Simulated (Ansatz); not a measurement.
# Σ3 (112) boundary in bcc Mo with Re (substitutional): structure and resistance, part 2 of 2

How much does the Σ3 (112) boundary in bcc Mo with Re (substitutional) reflect electrons?

Ansatz 0.2.0; Ansatz plane-wave DFT, PBE, PAW files; relaxation of a bicrystal slab with its lowest layers held; PAW set soft_1 (the session's first sound run).

So far. Step 2 (Relaxing the bicrystal): The largest force component on a free atom ends at 0.020 eV/Å, under the tolerance of 0.03, after 5 steps.

## (3) Transmission across the boundary

Bulk layers of each grain are laid under and over the relaxed boundary, and a lead is named in the middle of each, away from the free faces. The mesh across the current, 24×14, is finer than the density's, because channels open and close sharply across the zone. Energies from -0.1 to 0.1 eV in steps of 0.05 eV are too few for the program's thermal sum, so it prints no conductance; for a metal the transmission near the Fermi level serves, at a fraction of the cost.

This step: Ansatz plane-wave DFT, PBE, PAW files; ballistic transport by layer matching (Landauer), zero bias; boundary relaxed in a short slab, bulk layers laid on; PAW set soft_1 (Ansatz 0.2.0).

System of this step: Σ3 (112) boundary in bcc Mo with Re (substitutional). The cell holds 34 atoms: 33 Mo and 1 Re. Its edges and angles: a = 2.725 Å, b = 4.451 Å, c = 50.477 Å, α = 90.0°, β = 90.0°, γ = 90.0°. It derives from Mo. Regions: lower grain, 14 atoms (14 Mo); boundary, 9 atoms (8 Mo and 1 Re); upper grain, 11 atoms (11 Mo). Vacuum lies along c.

Contents of input.yaml:

```yaml
crystal:
  lattice:
    - [2.7253819457, 0.0, 0.0]
    - [0.0, 4.4505300808, 0.0]
    - [0.0, 0.0, 50.4768075548]
  atoms:
    - { symbol: Mo, position: [-6.0000000002, -9.0, 0.0792443142] }
    - { symbol: Mo, position: [-5.6666666669, -8.5, 0.1046967434] }
    - { symbol: Mo, position: [-5.3333333335, -8.0, 0.1301491726] }
    - { symbol: Mo, position: [-5.0000000002, -7.5, 0.1556016018] }
    - { symbol: Mo, position: [-4.6666666669, -7.0, 0.181054031] }
    - { symbol: Mo, position: [-4.3333333335, -6.5, 0.2065064602] }
    - { symbol: Mo, position: [-4.0000000002, -6.0, 0.2319588894] }
    - { symbol: Mo, position: [-3.6666666668, -5.5, 0.2574113186] }
    - { symbol: Mo, position: [-3.3333333335, -5.0, 0.2828637478] }
    - { symbol: Mo, position: [-3.0000000001, -4.5, 0.308316177] }
    - { symbol: Mo, position: [-2.6666666668, -4.0, 0.3337686062] }
    - { symbol: Mo, position: [-2.3333333334, -3.5, 0.3592210354] }
    - { symbol: Mo, position: [-2.0000000001, -3.0, 0.3846734645] }
    - { symbol: Mo, position: [-1.6666666667, -2.5, 0.4101258937] }
    - { symbol: Mo, position: [0.6666666666, 0.0, 0.4355783229] }
    - { symbol: Mo, position: [0.9910288771, 0.5, 0.4608890096] }
    - { symbol: Mo, position: [0.3225115995, 0.0, 0.4871019662] }
    - { symbol: Mo, position: [0.6553348777, 0.5, 0.5117501406] }
    - { symbol: Re, position: [0.005844691, 0.0, 0.5382065331] }
    - { symbol: Mo, position: [0.6476132338, 0.5, 0.5650287001] }
    - { symbol: Mo, position: [0.318449501, 0.0, 0.5897952655] }
    - { symbol: Mo, position: [0.979703409, 0.5, 0.6156092546] }
    - { symbol: Mo, position: [0.6588173571, 0.0, 0.6407789646] }
    - { symbol: Mo, position: [-1.6745159762, -2.5, 0.6662313938] }
    - { symbol: Mo, position: [-2.0078493096, -3.0, 0.691683823] }
    - { symbol: Mo, position: [-2.3411826429, -3.5, 0.7171362522] }
    - { symbol: Mo, position: [-2.6745159763, -4.0, 0.7425886814] }
    - { symbol: Mo, position: [-3.0078493096, -4.5, 0.7680411106] }
    - { symbol: Mo, position: [-3.3411826429, -5.0, 0.7934935398] }
    - { symbol: Mo, position: [-3.6745159763, -5.5, 0.818945969] }
    - { symbol: Mo, position: [-4.0078493096, -6.0, 0.8443983982] }
    - { symbol: Mo, position: [-4.341182643, -6.5, 0.8698508274] }
    - { symbol: Mo, position: [-4.6745159763, -7.0, 0.8953032566] }
    - { symbol: Mo, position: [-5.0078493097, -7.5, 0.9207556858] }
kpoints:
  mp_grid: { grid: [9, 6, 1] }
hamiltonian:
  xc: pbe
  pseudopotentials: { kind: paw, azcp: { folder: soft_1 } }
scf:
  occupations: { method: fermi_dirac, width: 0.1 }
output:
  transmission:
    leads: [[8, 9], [27, 28]]
    kmesh: [24, 14]
    e_range: [-0.1, 0.1]
    de: 0.05
  write_potential: true
  write_density: true
  volumetric_format: npy
  elf: true
```

Launch:

```bash
ansatz run input.yaml --threads 4 --pin off --max-ram 15360MiB --backend cpu --events-out ev --progress --plain --runs-dir out
```

Numbers of over 12 decimals in the logs are rounded to 6 here.

Output:

```text
[...]
Crystal: 34 atoms, lattice volume = 612.253 Å³
Basis set: ecut = 420 eV, 12095 PW (Γ)
Bands: 287, of which v1, the nominal top of the filled ones, is band 239 counted from 1 (238 counted from 0)
Symmetry: 2 space group operations
[...]
k-points: 20 of 54 (time reversal used)
[...]
SCF iter   1: F=—  HF=-174438.544704 eV  |F-HF|=—  |Δ(HF+E_count)|=         —  Δρ=1.01e-1  dr2=4.55e2  ethr=3.10e-3  ⟨swp⟩=6.2  Hψ=20089  notcnv=0
[...]
SCF iter  12: F=-174414.364097 eV  HF=-174414.364097 eV  |F-HF|=7.36e-9  |Δ(HF+E_count)|=   3.63e-8  Δρ=1.64e-6  dr2=2.93e-8  ethr=2.10e-11  ⟨swp⟩=11.8  Hψ=18889  notcnv=0
SCF 1 converged in 12 iterations: F = -174414.364097 eV  dr2 = 2.93e-8
[...]
transmission: 614 of 6136 steps passed
transmission: 1228 of 6136 steps passed
[...]
transmission: 6136 of 6136 steps passed
WARN: The output density's exchange-correlation potential varies sharply where the density is thin. Do not read a vacuum level from v_tot or v_xc, or from such a field of the output density. On a cell that repeats whose density bears no net charge and no dipole along the vacuum's axis use v_es (v_loc + v_h of the components); under efield.dipole_correction with no amplitude use v_es + v_field, which holds any externa [...]
SCF converged after 12 iterations
Free energy (F): -174414.364097 eV
[...]
Internal energy: -174413.590243 eV  (E = F + TS)
E sigma→0 (E₀):  -174413.977170 eV
Entropy (-TS):   -0.773855 eV (-22.760 meV/atom)
Fermi energy:    17.832485 eV
[...]
--- Band table (eV; the first three rows and the last of 20) ---
  k-point 0: bands = [... 235 lower, 17.1088, 17.1223, 17.3529, 17.4761, 17.5594, 17.8369, 17.8815, 18.0021, ... 44 higher]
  k-point 1: bands = [... 235 lower, 17.0664, 17.2021, 17.3059, 17.4444, 17.5528, 17.7427, 17.7839, 18.0451, ... 44 higher]
  k-point 2: bands = [... 235 lower, 17.9782, 18.0302, 18.0631, 18.1646, 18.1995, 18.2209, 18.2661, 18.2998, ... 44 higher]
  k-point 19: bands = [... 235 lower, 18.1191, 18.1705, 18.2775, 18.3181, 18.3183, 18.3840, 18.4009, 18.4531, ... 44 higher]
--- Transmission ---
  basis      : 107 plane waves across, 59 finite elements along
  points     : 104, standing for a mesh of 24 x 14
  energies   : 5 from -0.100000 to 0.100000 eV about the Fermi level, 0.050000 eV apart; the leads are filled to 0.000000 eV, and channels, transmission and decay are at 0.000000 eV
  crystal 0  : Mo2, at the sites [8, 9], period 2.5695 Å, over 19.27 Å; its Hamiltonian steps by up to 6.1 meV
    offset         : up to 0.0000 Å between an atom of the period and one for which it stands
    channels       : 2.000000e0 a spin
    conductance    : none, the energies end too early or step too widely for 300 K: set another output.transmission.e_range or a lower de, or, where they end at an eighth of basis.ecutwfc, a higher one
[...]
channels       : 1.976190e0 a spin
[...]
junction   : crystal 0 to crystal 1, 13.64 to 38.13 Å
    transmission   : 1.121693e0 a spin
[...]
```

Elapsed: 8.3 min, on 4 threads of Arm Neoverse V1, shared host; peak memory 5.6 GiB; 30 min of CPU time.

This step gave:

| Item | Value |
| --- | --- |
| free energy | -174414.3641 eV |
| energy at zero smearing | -174413.9772 eV |
| Fermi energy | 17.83 eV |
| cell area | 12.13 Å² |
| transmission per spin nearest the Fermi level | 1.122 |
| open channels per spin nearest the Fermi level | 2 |
| open channels per spin, upper lead | 1.976 |
| step of the lead's potential | 6.1 meV |
| step of the upper lead's potential | 13.6 meV |

Per spin. Table of transmission, zone mean by energy, zero at the Fermi level:

| energy (eV) | transmission, zone mean |
| --- | --- |
| -0.1000 | 1.06 |
| -0.0500 | 1.08 |
| 0.0000 | 1.12 |
| 0.0500 | 1.17 |
| 0.1000 | 1.19 |

Per spin. The open channels, zone mean by energy, zero at the Fermi level:

| energy (eV) | lead | upper lead |
| --- | --- | --- |
| -0.1000 | 1.92 | 1.93 |
| -0.0500 | 1.96 | 1.95 |
| 0.0000 | 2 | 1.98 |
| 0.0500 | 2.04 | 2.07 |
| 0.1000 | 2.02 | 2.02 |

Transmission over k1 and k2. At 0.0000 eV from the Fermi level.

Values, 14 rows by 16 columns, each cell a mean:
```
1.11 1.05 1.26 1.14 1.30 1.58 1.78 1.77 1.82 1.81 1.72 1.52 1.14 1.31 1.12 1.06
1.25 1.51 1.16 0.92 0.95 1.44 1.10 1.88 2.35 1.54 1.25 1.23 0.91 0.95 1.37 1.43
1.13 1.02 0.71 0.60 0.78 0.94 1.04 0.93 1.60 0.94 1.09 0.80 0.79 0.49 0.90 1.08
0.05 0.09 0.47 0.57 0.35 0.72 0.80 1.49 1.83 1.23 0.69 0.79 0.20 0.73 0.21 0.07
0.71 0.49 0.50 0.92 0.78 0.69 1.03 1.84 1.88 1.80 0.69 0.63 0.90 0.90 0.34 0.59
1.08 0.99 1.01 1.30 0.49 0.95 1.26 1.67 1.82 1.53 1.13 0.90 0.64 1.31 0.89 1.02
1.26 1.22 1.36 1.60 0.96 1.18 2.23 1.94 1.78 2.12 1.89 1.10 1.11 1.72 1.15 1.24
1.08 0.99 1.01 1.30 0.49 0.95 1.26 1.67 1.82 1.53 1.13 0.90 0.64 1.31 0.89 1.02
0.71 0.49 0.50 0.92 0.78 0.69 1.03 1.84 1.88 1.80 0.69 0.63 0.90 0.90 0.34 0.59
0.05 0.09 0.47 0.57 0.35 0.72 0.80 1.49 1.83 1.23 0.69 0.79 0.20 0.73 0.21 0.07
1.13 1.02 0.71 0.60 0.78 0.94 1.04 0.93 1.60 0.94 1.09 0.80 0.79 0.49 0.90 1.08
1.25 1.51 1.16 0.92 0.95 1.44 1.10 1.88 2.35 1.54 1.25 1.23 0.91 0.95 1.37 1.43
1.11 1.05 1.26 1.14 1.30 1.58 1.78 1.77 1.82 1.81 1.72 1.52 1.14 1.31 1.12 1.06
1.17 1.14 1.16 1.00 1.52 1.67 2.06 2.16 1.85 2.56 1.63 1.67 1.29 1.02 1.19 1.15
```
Columns: k1 (b1) from -0.5 to 0.458; rows upwards: k2 (b2) from -0.5 to 0.429.

Open channels over k1 and k2. At 0.0000 eV from the Fermi level.

Ten even steps from '_' (1.00) to '@' (4.00):
```
----******--------****------****--------******--
******----------******************----------****
****--____--__----------**----------__--____--**
____________--****____------____****--__________
----______--____------------------____--______--
------------____------------------____----------
------------__----****------****----__----------
------------____------------------____----------
----______--____------------------____--______--
____________--****____------____****--__________
****--____--__----------**----------__--____--**
******----------******************----------****
----******--------****------****--------******--
--------------------@@------@@------------------
```
Columns: k1 (b1) from -0.5 to 0.458; rows upwards: k2 (b2) from -0.5 to 0.429.

ELF in the ca plane at fractional y = 0.000, with atoms of Mo and Re within 0.2 Å of it. It is the smooth field of the valence electrons, not physical close to the nuclei.

Ten even steps from '0' (0.17) to '9' (0.71), each cell a mean:
```
17889522489501321212315989613211123104984224
03896222897931332212311697213212234128898322
10332222874961213420121232122014312159579322
42222420599951148971034333440069951149996124
32221230168511279695133222330497892215872022
23673022122122178597232575222695782221221220
27998114322233038995224899522489940342223411
39759512123113104741227958723147500311221313
```
Columns run along c (16.0 Å, from fractional 0.37 to 0.68 of the cell), rows up along a (2.7 Å). Atoms in or near the plane, at fractional coordinates: Mo at (0.38, 0.00), Mo at (0.44, 0.67), Mo at (0.49, 0.32), Re at (0.54, 0.01), Mo at (0.59, 0.32), Mo at (0.64, 0.66).

Electrostatic potential energy in the ca plane at fractional y = 0.000, with atoms of Mo and Re within 0.2 Å of it. With pseudopotentials it is smooth inside the atoms' cores, unlike the true potential.

Ten even steps from '0' (-63 eV) to '9' (18 eV), each cell a mean:
```
84102699743589999999995101489999999986446997
96435898410269999999997434799999999973014898
98778998300159997779999878999987789962003799
99999998511369974247999999999743369973114899
99889999755689851015899888999620048986457999
97556899988999841015898545799620048999889999
85213799999999963136996212589731258999999997
73001699988899986568984000489875689998889996
```
Columns run along c (16.0 Å, from fractional 0.37 to 0.68 of the cell; values clipped at the 3rd and 97th percentile), rows up along a (2.7 Å). Atoms in or near the plane, at fractional coordinates: Mo at (0.38, 0.00), Mo at (0.44, 0.67), Mo at (0.49, 0.32), Re at (0.54, 0.01), Mo at (0.59, 0.32), Mo at (0.64, 0.66).

Valence density in the ca plane at fractional y = 0.000, with atoms of Mo and Re within 0.2 Å of it. It is the smooth field of the valence electrons, not physical close to the nuclei.

Ten even steps from '0' (0.2 e/Å³) to '9' (7.0 e/Å³), each cell a mean:
```
03896100134200000000002797300000000001431001
01442000379510000000000343100000000015883000
00010000499720000100000010000001100016994000
00000000278510014530000000000025410015873000
00000000023100038972000000000169830001320000
00221000000000038972000232000279940000000000
03674000000000015751001586200147620000000000
04997100000000001210003898300012100000000001
```
Columns run along c (16.0 Å, from fractional 0.37 to 0.68 of the cell), rows up along a (2.7 Å). Atoms in or near the plane, at fractional coordinates: Mo at (0.38, 0.00), Mo at (0.44, 0.67), Mo at (0.49, 0.32), Re at (0.54, 0.01), Mo at (0.59, 0.32), Mo at (0.64, 0.66).

Over the solved energies the transmission per spin lies between 1.06 and 1.19, out of 1.99 channels of the lead on average (up to 2.04).

## (4) Specific resistance

This step: Ansatz plane-wave DFT, PBE, PAW files; ballistic transport by layer matching (Landauer), zero bias; specific resistance of the boundary; PAW set soft_1 (Ansatz 0.2.0).

Numbers from this step:

| Quantity | Value |
| --- | --- |
| area resistance | 0.6041 fΩ m² |
| T over the leads' mean channel count | 0.5656 |

Averaged over the energies near the Fermi level, 56.6 % of the channels pass, which makes 0.604 fΩ m².

By hand, with T and the leads' channels N averaged over the energies near the Fermi level: RA = A (h/2e²)(1/T − ½[1/N₁ + 1/N₂]) = 12.13×10⁻²⁰ m² × 12 906 Ω × (1/1.126 − ½[1/1.989 + 1/1.990]) = 0.604 fΩ m².

## (5) Summary of results

```yaml
specific_resistance_of_the_boundary: 0.604 fΩ m²
share_of_channels_that_pass: 0.566
```

**Reading.** The boundary has a specific resistance of 0.60 fΩ m². The boundary reflects 43 % of the channels; 0.60 fΩ m² is 6.0×10⁻¹² Ω·cm². That equals the resistance of 11 nm of bulk Mo at 300 K (measured 5.52 µΩ cm, CRC Handbook of Chemistry and Physics, 84th ed., 2003, Electrical Resistivity of Pure Metals). One Re in 12.1 Å² of boundary is a high coverage. Each plane of this narrow cell holds one atom, so the solute fills a whole plane. One starting structure was relaxed; another shift or atom count at the boundary may lie lower. Spin-orbit coupling is left out, which matters for Re.

[Logs are printed without paths, hosts, clocks, repeated set-up lines and the standing remarks that a program may print on its own settings, such as how far it seeks lower states.]

[Hosts, paths, dates, database ids (printed as entryN), source tags and the programs' standing remarks are cut or masked in the printed files.]
